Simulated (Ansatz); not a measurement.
## CoSi2: relaxation of cell and atoms with PBEsol+D3(BJ)

Crystal: CoSi2.

```xyz
3
Lattice="0.0000 2.6780 2.6780 2.6780 0.0000 2.6780 2.6780 2.6780 0.0000" Properties=species:S:1:pos:R:3 pbc="T T T"
Co    0.0000    0.0000    0.0000
Si    4.0170    4.0170    4.0170
Si    1.3390    1.3390    1.3390
```

- Program: Ansatz 0.2.0
- Task: relaxation of cell and atoms
- Functional: PBEsol
- Dispersion: D3(BJ)
- Potentials or basis: Ansatz PAW
- Cutoff: 420 eV (not typed: the program's choice for these potentials)
- k mesh: 9 × 9 × 9
- Occupations: fermi-dirac, width 0.05 eV
- Spin: collinear spin, ferromagnetic start
- Starting moments: [2.0, 0.0, 0.0] μB

```json
{
  "Relaxed volume": "12.18 Å³/atom",
  "Relaxed cell": "a = 3.724 Å, b = 3.724 Å, c = 3.724 Å, α = 60.00°, β = 60.00°, γ = 60.00°",
  "Space group after relaxing (to 0.05 Å)": "Fm-3m (No. 225)",
  "Energy gained by relaxing": "19.1 meV/atom",
  "Ionic steps": "5",
  "Pressure after relaxing": "0.0 GPa",
  "Band gap on the k mesh": "none (metal or under the smearing width)",
  "Net moment": "0.00 μB per cell",
  "Absolute moment": "0.00 μB per cell"
}
```

Step by step:
| step | energy change (eV) | largest force (eV/Å) | volume (Å³) |
| --- | --- | --- | --- |
| 1 | 0.0000 | 0.0000 | 38.41 |
| 2 | -0.0483 | 0.0000 | 37.28 |
| 3 | -0.0581 | 0.0000 | 36.46 |
| 4 | -0.0581 | 0.0000 | 36.53 |
| 5 | -0.0574 | 0.0000 | 36.53 |

Final structure:
```
CELL_PARAMETERS angstrom
0.00000 2.63359 2.63359
2.63359 0.00000 2.63359
2.63359 2.63359 0.00000
ATOMIC_POSITIONS crystal
Co 0.00000 0.00000 0.00000
Si 0.75000 0.75000 0.75000
Si 0.25000 0.25000 0.25000
```

Levels at points of the mesh, in eV from the Fermi level:
Spin up:
```csv
k point,band 11,band 12,band 13,band 14,band 15,band 16
"(0.00, 0.00, 0.00)",1.32,3.46,3.46,3.46,3.69,3.69
```
Spin down:
| k point | band 10 | band 11 | band 12 | band 13 | band 14 | band 15 | band 16 | band 17 |
| --- | --- | --- | --- | --- | --- | --- | --- | --- |
| (0.00, 0.00, 0.00) | -2.04 | 1.32 | 3.46 | 3.46 | 3.46 | 3.69 | 3.69 | 3.69 |

Run time: 9.9 s on 2 threads of Intel(R) Xeon(R) Platinum 8259CL CPU @ 2.50GHz (Skylake/Cascade Lake), on a shared host, peak memory 0.41 GiB.

Caveat: the starting moments collapsed, and a magnetic state may lie lower; the plane-wave basis is chosen anew once the cell has moved, so the energies of steps on either side of that aren't comparable; pairwise dispersion overbinds metals, which lowers pressure and volume; the PAW data sets come from PBE, with cores solved anew for the run's functional, which leaves a small shift of forces and pressure; the starting moments weren't kept.
